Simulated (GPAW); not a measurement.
Crystal: Se.

```
CELL_PARAMETERS angstrom
2.87329 0.02779 -0.07141
0.02779 2.74829 -0.05491
-0.07141 -0.05491 2.81011
ATOMIC_POSITIONS crystal
Se 0.00000 0.00000 0.00000
```

This isn't the form of Se at room conditions, which is trigonal, of chains.

The cell isn't the ideal one: cell sheared at random, sigma 0.03, atoms nudged by 0.01 Å.

Base run:

```yaml
Program: GPAW 26.7.0
Functional: revTPSS
Dispersion: D4
Potentials_or_basis: GPAW PAW data sets (gpaw-data 1.2.1)
Cutoff: 600 eV
Basis: pw
k_mesh: 9 × 10 × 9
Occupations: fermi-dirac, width 0.05 eV
Spin: no spin polarisation
```

Its results: band gap on the k mesh none (metal or under the smearing width); pressure -3.0 GPa.

The run is repeated on the same cell with these changes: functional from revTPSS to PBE; dispersion from D4 to none. What comes out?

Band gap on the k mesh none (metal or under the smearing width); pressure 1.7 GPa.

Several settings changed at once, so the effect can't be laid on one alone.

Caveats: the PAW data sets were made with another functional, which shifts forces and pressure a little (some runs); pairwise dispersion overbinds metals, which lowers pressure and volume (some runs).
